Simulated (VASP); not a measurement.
# Ta (Fd-3m) in VASP: notebook

One crystal, Ta, is run at these levels: LDA; tasks: single point.

Everything below comes from runs of VASP 6.6.1. Logs are shortened: lines on timing, memory, paths and dates and some standing lists are left out, and cuts for length are marked.

## 1. The structure

The structure is cubic, space group Fd-3m (No. 227). The conventional cell has a = 5.934 Å, b = 5.934 Å, c = 5.934 Å, α = 90.00°, β = 90.00°, γ = 90.00°. Around Ta (site symmetry -43m) lie 4 Ta at 2.57 Å.

This isn't the form of Ta at room conditions, which is bcc.

## 2. Single point, LDA

INCAR

```
SYSTEM = Ta
PREC = Accurate
ENCUT = 520
EDIFF = 1E-6
ISMEAR = -1
SIGMA = 0.1
LREAL = .FALSE.
LASPH = .TRUE.
NELM = 60
ALGO = Normal
ISIF = 2
LWAVE = .FALSE.
LCHARG = .FALSE.
NBANDS = 18
```

KPOINTS

```
Automatic mesh
0
G
  15 15 15
  0 0 0
```

POSCAR

```
Ta
1.0
    0.0000000000      2.9669587112      2.9669587112
    2.9669587112      0.0000000000      2.9669587112
    2.9669587112      2.9669587112      0.0000000000
Ta
2
Direct
    0.1250000000      0.1250000000      0.1250000000
    0.8750000000      0.8750000000      0.8750000000
```

Potentials or basis: VASP PAW LDA potentials, release 64 (Ta_pv).

The run is started by

```console
$ cat potpaw_LDA.64/Ta_pv/POTCAR > POTCAR
$ mpirun -np 1 vasp_std > vasp.out
```

OUTCAR:

```text
SYSTEM = Ta
   PREC = Accurate
   ENCUT = 520
   EDIFF = 1E-6
   ISMEAR = -1
   LREAL = .FALSE.
   LASPH = .TRUE.
   NELM = 60
   ISIF = 2

 ion  position               nearest neighbor table
   1  0.125  0.125  0.125-   2 2.57   2 2.57   2 2.57   2 2.57
   2  0.875  0.875  0.875-   1 2.57   1 2.57   1 2.57   1 2.57

  LATTYP: Found a face centered cubic cell.
 ALAT       =     5.9339174224

  Lattice vectors:

 A1 = (   0.0000000000,   2.9669587112,   2.9669587112)
 A2 = (   2.9669587112,   0.0000000000,   2.9669587112)
 A3 = (   2.9669587112,   2.9669587112,   0.0000000000)

Analysis of symmetry for initial positions (statically):
=====================================================================
 Subroutine PRICEL returns:
 Original cell was already a primitive cell.

 Routine SETGRP: Setting up the symmetry group for a
 face centered cubic supercell.

 Subroutine GETGRP returns: Found 48 space group operations
 (whereof 12 operations were pure point group operations)
 out of a pool of 48 trial point group operations.

The static configuration has the point symmetry D_3d.
 The point group associated with its full space group is O_h .

Analysis of symmetry for dynamics (positions and initial velocities):
=====================================================================
 Subroutine PRICEL returns:
 Original cell was already a primitive cell.

 Routine SETGRP: Setting up the symmetry group for a
 face centered cubic supercell.

 Subroutine GETGRP returns: Found 48 space group operations
 (whereof 12 operations were pure point group operations)
 out of a pool of 48 trial point group operations.

The dynamic configuration has the point symmetry D_3d.
 The point group associated with its full space group is O_h .

 Subroutine INISYM returns: Found 48 space group operations
 (whereof 12 operations are pure point group operations),
 and found     1 'primitive' translations

----------------------------------------------------------------------------------------

                                     Primitive cell

  volume of cell :      52.2353

  direct lattice vectors                    reciprocal lattice vectors
     0.000000000  2.966958711  2.966958711    -0.168522736  0.168522736  0.168522736
     2.966958711  0.000000000  2.966958711     0.168522736 -0.168522736  0.168522736
     2.966958711  2.966958711  0.000000000     0.168522736  0.168522736 -0.168522736

  length of vectors
     4.195913248  4.195913248  4.195913248     0.291889941  0.291889941  0.291889941

  position of ions in fractional coordinates (direct lattice)
     0.125000000  0.125000000  0.125000000
     0.875000000  0.875000000  0.875000000

  ion indices of the primitive-cell ions
   primitive index   ion index
                 1           1
                 2           2

----------------------------------------------------------------------------------------

 KPOINTS: Automatic mesh

Automatic generation of k-mesh.
 Grid dimensions read from file:
 generate k-points for:   15   15   15

 Generating k-lattice:

  Cartesian coordinates                     Fractional coordinates (reciprocal lattice)
    -0.011234849  0.011234849  0.011234849     0.066666667  0.000000000  0.000000000
     0.011234849 -0.011234849  0.011234849     0.000000000  0.066666667  0.000000000
     0.011234849  0.011234849 -0.011234849     0.000000000  0.000000000  0.066666667

  Length of vectors
     0.019459329  0.019459329  0.019459329

  Shift w.r.t. Gamma in fractional coordinates (k-lattice)
     0.000000000  0.000000000  0.000000000

 Subroutine IBZKPT returns following result:
 ===========================================

 Found    120 irreducible k-points:

 Following reciprocal coordinates:
            Coordinates               Weight
  0.000000  0.000000  0.000000      1.000000
  0.066667  0.000000  0.000000      8.000000
  0.133333  0.000000  0.000000      8.000000
  0.200000  0.000000  0.000000      8.000000
  0.266667  0.000000  0.000000      8.000000
  0.333333  0.000000  0.000000      8.000000
[... 16 lines left out ...]
  0.133333  0.133333  0.000000      6.000000
  0.200000  0.133333  0.000000     24.000000
 [... further k-points ...]
   k-points           NKPTS =    120   k-points in BZ     NKDIM =    120   number of bands    NBANDS=     18
   number of dos      NEDOS =    301   number of ions     NIONS =      2
   total plane-waves  NPLWV =  32768
   dimension x,y,z NGX =    32 NGY =   32 NGZ =   32
   dimension x,y,z NGXF=    64 NGYF=   64 NGZF=   64
   ions per type =               2
   NGX,Y,Z   is equivalent  to a cutoff of  12.68, 12.68, 12.68 a.u.
   NGXF,Y,Z  is equivalent  to a cutoff of  25.36, 25.36, 25.36 a.u.
 SYSTEM =  Ta
   PREC   = accura    normal or accurate (medium, high low for compatibility)
   ISTART =      0    job   : 0-new  1-cont  2-samecut
   ICHARG =      2    charge: 1-file 2-atom 10-const
   ISPIN  =      1    spin polarized calculation?
   LNONCOLLINEAR =      F non collinear calculations
   LSORBIT =      F    spin-orbit coupling
   LASPH  =      T    aspherical Exc in radial PAW
   ENCUT  =  520.0 eV  38.22 Ry    6.18 a.u.   7.80  7.80  7.80*2*pi/ulx,y,z
   NELM   =     60;   NELMIN=  2; NELMDL= -5     # of ELM steps
   EDIFF  = 0.1E-05   stopping-criterion for ELM
   LREAL  =      F    real-space projection
   EDIFFG = 0.1E-04   stopping-criterion for IOM
   NSW    =      0    number of steps for IOM
   IBRION =     -1    ionic relax: 0-MD 1-quasi-New 2-CG
   NFREE  =      0    steps in history (QN), initial steepest desc. (CG)
   ISIF   =      2    stress and relaxation
   ISYM   =      2    0-nonsym 1-usesym 2-fastsym
   POTIM  = 0.5000    time-step for ionic-motion
   TEBEG  =    0.0;   TEEND  =   0.0 temperature during run
   PSTRESS=    0.0 pullay stress
   NELECT =      22.0000    total number of electrons
   NUPDOWN=      -1.0000    fix difference up-down
   EMIN   =  10.00;   EMAX   =-10.00  energy-range for DOS
   EFERMI =   0.00;   METHOD = LEGACY
   ISMEAR =    -1;   SIGMA  =   0.10  broadening in eV -4-tet -1-fermi 0-gaus
   EFERMI_NEDOS =   21; number of points for ismear=-14 and -15
   IALGO  =     38    algorithm
   IMIX   =      4    mixing-type and parameters
     AMIX     =   0.40;   BMIX     =  1.00
     AMIX_MAG =   1.60;   BMIX_MAG =  1.00
  volume/ion in A,a.u.               =      26.12       176.25
  Fermi-wavevector in a.u.,A,eV,Ry     =   1.227140  2.318959 20.488651  1.505873
  Thomas-Fermi vector in A             =   2.362115
   LORBIT       =      0    0 simple, 1 ext, 2 COOP (PROOUT), +10 PAW based schemes
   GGA     = CA    functional components
   LHFCALC =     F    Hartree Fock is set to
   AEXX    =    0.0000 exact exchange contribution
   IVDW    =     0    specifies the selected vdW correction
   LEPSILON=     F    determine dielectric tensor
   LRPA    =     F    only Hartree local field effects (RPA)
 non-spin polarized calculation
  energy-cutoff  :      520.00
  volume of cell :       52.24
 maximum number of plane-waves:      1422
   NGX = 15   NGY = 15   NGZ = 15

 number of electron      22.0000000 magnetization

 Free energy of the ion-electron system (eV)
  ---------------------------------------------------
  ext. energy  EPLUGINS =         0.00000000
  ---------------------------------------------------
  free energy    TOTEN  =       -19.73908566 eV

  energy without entropy =      -19.61564601  energy(sigma->0) =      -19.67736583

 E-fermi :   2.3586     XC(G=0): -10.5831

 val. band max:        2.3443869340   @ k =   0.3333   0.0000   0.0000
 cond. band min:       2.3664154007   @ k =   0.4000   0.1333   0.0000
 fundamental gap:      0.0220284667
 Fermi energy:         2.3585654367

 k-point     1 :       0.0000    0.0000    0.0000
  band No.  band energies     occupation
      1     -31.6273      2.00000
      2     -31.6273      2.00000
      3     -31.6273      2.00000
      4     -30.6169      2.00000
      5     -30.6169      2.00000
      6     -30.6169      2.00000
[... 10 lines left out ...]
     17       8.6531      0.00000
     18      12.6434      0.00000

 k-point     2 :       0.0667    0.0000    0.0000
  band No.  band energies     occupation
      1     -31.6327      2.00000
      2     -31.6327      2.00000
      3     -31.6268      2.00000
      4     -30.6181      2.00000
      5     -30.6110      2.00000
      6     -30.6110      2.00000
[... 10 lines left out ...]
     17       8.6349      0.00000
     18      12.5025      0.00000

 k-point     3 :       0.1333    0.0000    0.0000
  band No.  band energies     occupation
      1     -31.6479      2.00000
      2     -31.6479      2.00000
      3     -31.6259      2.00000
      4     -30.6213      2.00000
      5     -30.5945      2.00000
      6     -30.5945      2.00000
[... 10 lines left out ...]
     17       8.5772      0.00000
     18      12.2889      0.00000

 k-point     4 :       0.2000    0.0000    0.0000
  band No.  band energies     occupation
      1     -31.6694      2.00000
      2     -31.6694      2.00000
      3     -31.6247      2.00000
      4     -30.6257      2.00000
      5     -30.5711      2.00000
      6     -30.5711      2.00000
[... 375 lines left out ...]
      4     -30.6259      2.00000
      5     -30.6062      2.00000
      6     -30.5913      2.00000
[... 10 lines left out ...]
     17       8.7073      0.00000
     18      12.3792      0.00000

 k-point    23 :       0.1333    0.1333    0.0000
  band No.  band energies     occupation
      1     -31.6720      2.00000
      2     -31.6720      2.00000
      3     -31.5859      2.00000
      4     -30.6648      2.00000
      5     -30.5686      2.00000
      6     -30.5686      2.00000
[... 10 lines left out ...]
     17       8.8440      0.00000
     18      12.1852      0.00000

 k-point    24 :       0.2000    0.1333    0.0000
  band No.  band energies     occupation
      1     -31.6943      2.00000
      2     -31.6942      2.00000
      3     -31.5672      2.00000
      4     -30.6865      2.00000
      5     -30.5447      2.00000
      6     -30.5443      2.00000
[... 10 lines left out ...]
     17       8.8609      0.00000
     18      12.1247      0.00000

 [... further k-points ...]

------------------------ aborting loop because EDIFF is reached ----------------------------------------

  FORCE on cell =-STRESS in cart. coord.  units (eV):
  Direction    XX          YY          ZZ          XY          YZ          ZX
  --------------------------------------------------------------------------------------
  -------------------------------------------------------------------------------------
  Total        0.0821694      0.0821694      0.0821694     -0.0000000      0.0000000      0.0000000
  in kB        2.5203235      2.5203235      2.5203235     -0.0000000      0.0000000      0.0000000
  external PRESSURE =       2.5203235 kB  Pullay stress =       0.0000000 kB

 VOLUME and BASIS-vectors are now :
 -----------------------------------------------------------------------------
  energy-cutoff  :      520.00
  volume of cell :       52.24
      direct lattice vectors                 reciprocal lattice vectors
     0.000000000  2.966958711  2.966958711    -0.168522736  0.168522736  0.168522736
     2.966958711  0.000000000  2.966958711     0.168522736 -0.168522736  0.168522736
     2.966958711  2.966958711  0.000000000     0.168522736  0.168522736 -0.168522736

 POSITION                                       TOTAL-FORCE (eV/Angst)
 -----------------------------------------------------------------------------------
      0.74174      0.74174      0.74174        -0.000000     -0.000000     -0.000000
      5.19218      5.19218      5.19218         0.000000      0.000000      0.000000
 -----------------------------------------------------------------------------------
    total drift:                                0.000000      0.000000     -0.000000

  FREE ENERGIE OF THE ION-ELECTRON SYSTEM (eV)
  ---------------------------------------------------
  free  energy   TOTEN  =       -19.7390856617 eV

  energy  without entropy=      -19.6156460069  energy(sigma->0) =      -19.67736583
```

It took 24 s on 1 thread of Intel Xeon 6975P-C (Granite Rapids), shared host; peak memory 0.21 GiB.

Results:

| Item | Value |
| --- | --- |
| Free energy | -19.7391 eV |
| Pressure | 0.3 GPa |
| Band gap on the k mesh | none (metal or under the smearing width) |

Levels at points of the mesh, in eV from the Fermi level:
| k point | band 9 | band 10 | band 11 | band 12 | band 13 | band 14 |
| --- | --- | --- | --- | --- | --- | --- |
| (0.00, 0.00, 0.00) | -1.22 | -0.31 | -0.31 | -0.31 | 2.14 | 2.14 |

## 3. Single point, LDA

This run uses another cell than the first one, of 24.03 Å³/atom, 0.920 times its volume.

INCAR

```
PREC = Accurate
ENCUT = 520
EDIFF = 1E-6
ISMEAR = -1
SIGMA = 0.1
LREAL = False
LASPH = True
NELM = 80
ALGO = Normal
ISIF = 2
LWAVE = False
LCHARG = False
GGA = CA
NBANDS = 18
```

KPOINTS

```
Automatic mesh
0
Gamma
  10 10 10
```

POSCAR

```
Ta
1.0
    0.0000000000      2.8856308903      2.8856308903
    2.8856308903      0.0000000000      2.8856308903
    2.8856308903      2.8856308903      0.0000000000
Ta
2
Direct
    0.1250000000      0.1250000000      0.1250000000
    0.8750000000      0.8750000000      0.8750000000
```

Potentials or basis: VASP PAW LDA potentials, release 64 (Ta_pv).

The run is started by

```console
$ cat potpaw_LDA.64/Ta_pv/POTCAR > POTCAR
$ mpirun -np 1 vasp_std > vasp.out
```

Wall time 12 s (1 thread of Intel Xeon 6975P-C (Granite Rapids), shared host); peak memory 0.16 GiB.

It converged, with:

```yaml
Free_energy: -19.6357 eV
Pressure: 8.0 GPa
Band_gap_on_the_k_mesh: none (metal or under the smearing width)
```

Levels at points of the mesh, in eV from the Fermi level:
```
           k point  band 8  band 9  band 10  band 11  band 12  band 13  band 14  band 15
(0.00, 0.00, 0.00)   -1.49   -1.49    -0.34    -0.34    -0.34     2.30     2.30     2.30
(0.50, 0.00, 0.00)   -1.69   -1.31    -1.31    -0.56    -0.56     0.27     3.75     3.75
(0.50, 0.50, 0.00)   -2.61   -0.61    -0.61    -0.45    -0.45     1.83     1.83     5.10
```

## 4. Single point, LDA

This run uses another cell than the first one, of 28.21 Å³/atom, 1.080 times its volume.

INCAR

```
  ALGO = Normal
  EDIFF = 1E-6
  ENCUT = 520
  ISIF = 2
  ISMEAR = -1
  LASPH = T
  LCHARG = F
  LREAL = F
  LWAVE = F
  NBANDS = 18
  NELM = 100
  PREC = Accurate
  SIGMA = 0.1
```

KPOINTS

```
k-points
0
Gamma
  10 10 10
```

POSCAR

```
Ta
1.0
    0.0000000000      3.0440568185      3.0440568185
    3.0440568185      0.0000000000      3.0440568185
    3.0440568185      3.0440568185      0.0000000000
Ta
2
Direct
    0.1250000000      0.1250000000      0.1250000000
    0.8750000000      0.8750000000      0.8750000000
```

Potentials or basis: VASP PAW LDA potentials, release 64 (Ta_pv).

The run is started by

```console
$ cat potpaw_LDA.64/Ta_pv/POTCAR > POTCAR
$ mpirun -np 1 vasp_std > vasp.out
```

OUTCAR:

```text
EDIFF = 1E-6
   ENCUT = 520
   ISIF = 2
   ISMEAR = -1
   LASPH = T
   LREAL = F
   NELM = 100
   PREC = Accurate

 ion  position               nearest neighbor table
   1  0.125  0.125  0.125-   2 2.64   2 2.64   2 2.64   2 2.64
   2  0.875  0.875  0.875-   1 2.64   1 2.64   1 2.64   1 2.64

  LATTYP: Found a face centered cubic cell.
 ALAT       =     6.0881136370

  Lattice vectors:

 A1 = (   0.0000000000,   3.0440568185,   3.0440568185)
 A2 = (   3.0440568185,   0.0000000000,   3.0440568185)
 A3 = (   3.0440568185,   3.0440568185,   0.0000000000)

Analysis of symmetry for initial positions (statically):
=====================================================================
 Subroutine PRICEL returns:
 Original cell was already a primitive cell.

 Routine SETGRP: Setting up the symmetry group for a
 face centered cubic supercell.

 Subroutine GETGRP returns: Found 48 space group operations
 (whereof 12 operations were pure point group operations)
 out of a pool of 48 trial point group operations.

The static configuration has the point symmetry D_3d.
 The point group associated with its full space group is O_h .

[... 159 lines left out ...]
  energy without entropy =      -19.54228754  energy(sigma->0) =      -19.60691992

 E-fermi :   1.8881     XC(G=0): -10.2415

 val. band max:        1.8733193919   @ k =  -0.4000   0.2000   0.1000
 cond. band min:       1.8898214130   @ k =   0.1000   0.1000   0.0000
 fundamental gap:      0.0165020211
 Fermi energy:         1.8881353479

 k-point     1 :       0.0000    0.0000    0.0000
  band No.  band energies     occupation
      1     -32.0956      2.00000
      2     -32.0956      2.00000
      3     -32.0956      2.00000
      4     -31.2731      2.00000
      5     -31.2731      2.00000
      6     -31.2731      2.00000
[... 481 lines left out ...]
      5     -31.1172      2.00000
      6     -31.1111      2.00000
[... 10 lines left out ...]
     17       7.7174      0.00000
     18       8.4056      0.00000

 [... further k-points ...]

------------------------ aborting loop because EDIFF is reached ----------------------------------------

  FORCE on cell =-STRESS in cart. coord.  units (eV):
  Direction    XX          YY          ZZ          XY          YZ          ZX
  --------------------------------------------------------------------------------------
  -------------------------------------------------------------------------------------
  Total       -1.8282480     -1.8282480     -1.8282480      0.0000000      0.0000000     -0.0000000
  in kB      -51.9227187    -51.9227187    -51.9227187      0.0000000      0.0000000     -0.0000000
  external PRESSURE =     -51.9227187 kB  Pullay stress =       0.0000000 kB

 VOLUME and BASIS-vectors are now :
 -----------------------------------------------------------------------------
  energy-cutoff  :      520.00
  volume of cell :       56.41
      direct lattice vectors                 reciprocal lattice vectors
     0.000000000  3.044056819  3.044056819    -0.164254490  0.164254490  0.164254490
     3.044056819  0.000000000  3.044056819     0.164254490 -0.164254490  0.164254490
     3.044056819  3.044056819  0.000000000     0.164254490  0.164254490 -0.164254490

 POSITION                                       TOTAL-FORCE (eV/Angst)
 -----------------------------------------------------------------------------------
      0.76101      0.76101      0.76101        -0.000000     -0.000000     -0.000000
      5.32710      5.32710      5.32710         0.000000      0.000000      0.000000
 -----------------------------------------------------------------------------------
    total drift:                                0.000000      0.000000     -0.000000

  FREE ENERGIE OF THE ION-ELECTRON SYSTEM (eV)
  ---------------------------------------------------
  free  energy   TOTEN  =       -19.6715523080 eV

  energy  without entropy=      -19.5422875407  energy(sigma->0) =      -19.60691992
```

stdout:

```text
POSCAR found type information on POSCAR Ta
 POSCAR found :  1 types and       2 ions
 scaLAPACK will be used
 LDA part: xc-table for (Slater(with rela. corr.)+CA(PZ))
 , standard interpolation
 POSCAR, INCAR and KPOINTS ok, starting setup
 FFT: planning ... GRIDC
 FFT: planning ... GRID_SOFT
 FFT: planning ... GRID
 WAVECAR not read
 entering main loop
```

Run time: 10 s. Hardware: 1 thread of Intel Xeon 6975P-C (Granite Rapids), shared host; peak memory 0.17 GiB.

What came out:

* Free energy: -19.6716 eV
* Pressure: -5.2 GPa
* Band gap on the k mesh: none (metal or under the smearing width)

Spin-orbit coupling is left out, which matters for the levels of Ta.

[end of part 1 of 2]
